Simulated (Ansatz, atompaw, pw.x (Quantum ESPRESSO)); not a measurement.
gallium: does the PAW (atompaw) potential hold in the solid?

atompaw 4.2.0.5 input, output lines left out:

```
Ga 31
GGA-PBE scalarrelativistic loggrid 1500 logderivrange -3 5 201
4 4 3 0 0 0
4 1 1
0 0 0
c
c
c
v
c
c
v
v
2
2.20 1.60 2.10 1.40
y
0.9
n
y
0.7
n
y
-0.9
n
custom rrkj vanderbiltortho sinc
bessel
1.60
2.20
2.20
2.20
1.30
1.30
```

Crystal test: fcc Ga in pw.x 7.5, no spin, 13³ k-points, Fermi–Dirac smearing 0.01 Ry, cutoffs 170/900 Ry. The lattice is a test structure that the element need not adopt, and mesh and smearing are coarse.

pw.x input:

```
&control
  calculation='scf', prefix='x', pseudo_dir='./', outdir='./tmp', tstress=.true., disk_io='none'
/
&system
  ibrav=0, nat=1, ntyp=1, ecutwfc=170, ecutrho=900, nbnd=14,
  occupations='smearing', smearing='fd', degauss=0.01
/
&electrons
  conv_thr=1e-09, mixing_beta=0.4, electron_maxstep=70
/
ATOMIC_SPECIES
Ga 1.0 Ga.UPF
CELL_PARAMETERS angstrom
  0.00000000 2.11884029 2.11884029
  2.11884029 0.00000000 2.11884029
  2.11884029 2.11884029 0.00000000
ATOMIC_POSITIONS crystal
Ga 0.0000 0.0000 0.0000
K_POINTS automatic
13 13 13 0 0 0
```

```bash
pw.x < Ga.scf.in > Ga.scf.out
```

Question: How does the run end?

Answer: It converges; the pressure is 0.11 GPa against -0.07 GPa from all-electron LAPW.  The log shows:

```
     number of Kohn-Sham states=           14
     kinetic-energy cutoff     =     170.0000  Ry
     charge density cutoff     =     900.0000  Ry
     scf convergence threshold =      1.0E-09
     Exchange-correlation= SLA PW PBX PBC
     number of k points=    84  Fermi-Dirac smearing, width (Ry)=  0.0100
     iteration #  1     ecut=   170.00 Ry     beta= 0.40
     total energy              =    -277.92372342 Ry
     estimated scf accuracy    <       0.00695134 Ry
     iteration #  2     ecut=   170.00 Ry     beta= 0.40
     total energy              =    -277.92453867 Ry
     estimated scf accuracy    <       0.00085157 Ry
     iteration #  3     ecut=   170.00 Ry     beta= 0.40
     total energy              =    -277.92453246 Ry
     estimated scf accuracy    <       0.00012466 Ry
     iteration #  4     ecut=   170.00 Ry     beta= 0.40
     total energy              =    -277.92454209 Ry
     estimated scf accuracy    <       0.00000099 Ry
     iteration #  5     ecut=   170.00 Ry     beta= 0.40
     total energy              =    -277.92454355 Ry
     estimated scf accuracy    <       0.00000005 Ry
     iteration #  6     ecut=   170.00 Ry     beta= 0.40
     total energy              =    -277.92454356 Ry
     estimated scf accuracy    <          4.0E-09 Ry
     iteration #  7     ecut=   170.00 Ry     beta= 0.40
     the Fermi energy is    10.6570 ev
!    total energy              =    -277.92454356 Ry
     estimated scf accuracy    <          1.2E-10 Ry
     smearing contrib. (-TS)   =      -0.00178178 Ry
     The total energy is F=E-TS. E is the sum of the following terms:
     one-electron contribution =     -92.88606276 Ry
     hartree contribution      =      41.64535294 Ry
     xc contribution           =     -21.64850086 Ry
     ewald contribution        =     -96.75777986 Ry
     one-center paw contrib.   =    -108.27577124 Ry
     convergence has been achieved in   7 iterations
          total   stress  (Ry/bohr**3)                   (kbar)     P=        1.15
     Message from routine punch:
     Nothing written, as per user request (disk_io='none')
```
